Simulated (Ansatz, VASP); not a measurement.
# Two plane-wave programs on HfO2

```
CELL_PARAMETERS angstrom
5.21946 0.00000 0.00000
0.00000 5.00476 0.00000
0.00000 0.00000 5.03269
ATOMIC_POSITIONS crystal
Hf 0.96699 0.73252 0.74144
Hf 0.53301 0.73252 0.24144
Hf 0.46699 0.26748 0.74144
Hf 0.03301 0.26748 0.24144
O 0.63213 0.92865 0.87927
O 0.86787 0.92865 0.37927
O 0.23395 0.53988 0.49229
O 0.26605 0.53988 0.99229
O 0.76605 0.46012 0.99229
O 0.73395 0.46012 0.49229
O 0.13213 0.07135 0.87927
O 0.36787 0.07135 0.37927
```

Measurements of this composition are mostly on another form, of space group No. 14.

Alike in both runs: task single point; functional PBE; k mesh 5 × 6 × 5; occupations fermi-dirac, width 0.05 eV; no spin polarisation.

|  | VASP | Ansatz |
| --- | --- | --- |
| version | VASP 6.6.1 | Ansatz 0.2.0 |
| potentials or method | VASP PAW PBE potentials, release 64 (Hf_pv, O) | Ansatz PAW |
| plane-wave cutoff (eV) | 520 | 420 |
| valence electrons in the cell | 88 | 152 |

Ansatz gave:

| Property | Result |
| --- | --- |
| gap on the k mesh at the Fermi level (eV) | 4.48 |
| least direct gap on the mesh (eV) | 4.68 |
| pressure (GPa) | 9.8 |
| largest component of the traceless stress (GPa) | 0.25 |
| rms of the force components (eV/Å) | 0.055 |

**Question.** What did VASP give for the same quantities?

**Answer.** gap on the k mesh at the Fermi level (eV): 4.44; least direct gap on the mesh (eV): 4.64; pressure (GPa): 6.3; largest component of the traceless stress (GPa): 0.18; rms of the force components (eV/Å): 0.031.

Atom by atom the forces differ by 0.029 eV/Å (rms over components). With one functional, cell and mesh, what is left measures potentials, basis and numerics. The two sets of potentials don't hold the same shells in valence.

Caveats: spin-orbit coupling is left out, which moves the levels of the heavy elements; an odd mesh through Γ misses points on the zone boundary, where band edges often lie (VASP); odd divisions of the mesh miss points on the zone boundary, where band edges often lie, so the gap on the mesh can be too wide (Ansatz); the pressure holds a Pulay correction of +0.8 GPa for the finite cutoff (Ansatz). Expect the measured gap to be larger: semilocal functionals such as PBE lack the derivative discontinuity.
